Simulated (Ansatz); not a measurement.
## Computed properties of NaF (zincblende)

All numbers come from Ansatz 0.2.0. Values at 0 K without nuclear motion; spin polarisation is off, and the phase may be a hypothetical one.

Zincblende NaF, relaxed with r2SCAN. Space group F-43m (No. 216), cubic; a = 5.063 Å in the conventional setting, 16.22 Å³ an atom. Na has 4 F at 2.19 Å; F has 4 Na at 2.19 Å.

```
Na F
1.0
     0.00000    2.53126    2.53126
     2.53126    0.00000    2.53126
     2.53126    2.53126    0.00000
Na F
1 1
Direct
  0.00000 0.00000 0.00000
  0.25000 0.25000 0.25000
```

Relaxed lattice by functional, symmetry kept:
```csv
functional,k mesh,a (Å),volume (Å³/atom)
PBE,8×8×8,5.154,17.12
r2SCAN,8×8×8,5.063,16.22
PBEsol,8×8×8,5.091,16.50
LDA,8×8×8,4.963,15.28
HSE06,6×6×6,5.096,16.54
```

Band edges at fixed r2SCAN geometry:

| level | k mesh | gap (eV) | kind | edges | least direct gap (eV) | rough cost |
| --- | --- | --- | --- | --- | --- | --- |
| LDA | 8×8×8 | 5.33 | direct | Γ | 5.33 | 1.2 core-seconds |
| r2SCAN | 8×8×8 | 6.26 | indirect | K–Γ (0.81) → Γ | 6.26 | 3 core-seconds |
| r2SCANh | 6×6×6 | 7.27 | indirect | K–Γ (0.81) → Γ | 7.27 | 50 core-seconds |
| HSE06 | 6×6×6 | 7.66 | direct | Γ | 7.66 | 30 core-seconds |
| DDH-PBE0 | 6×6×6 | 12.37 | direct | Γ | 12.37 | 40 core-seconds |
| PBE0 | 6×6×6 | 8.44 | direct | Γ | 8.44 | 30 core-seconds |
| Hartree-Fock | 6×6×6 | 16.86 | direct | Γ | 16.86 | 40 core-seconds |

Wave cutoffs: 420 eV, 500 eV (r2SCAN, r2SCANh).
Points off the special ones are mesh points or PBE's searched band edges, reused at the other levels. PBE's own run along the path (5.63 eV) came before the search for the edges and missed one, so it isn't listed.
Costs come from shared machines and give only the order.

HSE06 gives a direct gap of 7.66 eV at Γ.

Direct and least gap lie within 0.04 eV at some levels, so the kind of gap isn't settled.

r2SCAN (ground state on 8×8×8): The electronic dielectric tensor ε∞ is 1.66 in all directions. Born charges, averaged over directions: Na +0.97, F -0.97 e. PBE (ground state on 8×8×8): ε∞: 1.71 in all directions. Born charges, averaged over directions: Na +0.97, F -0.97 e.

The meshes of the hybrids are coarse, so their gaps aren't converged to the digits shown.
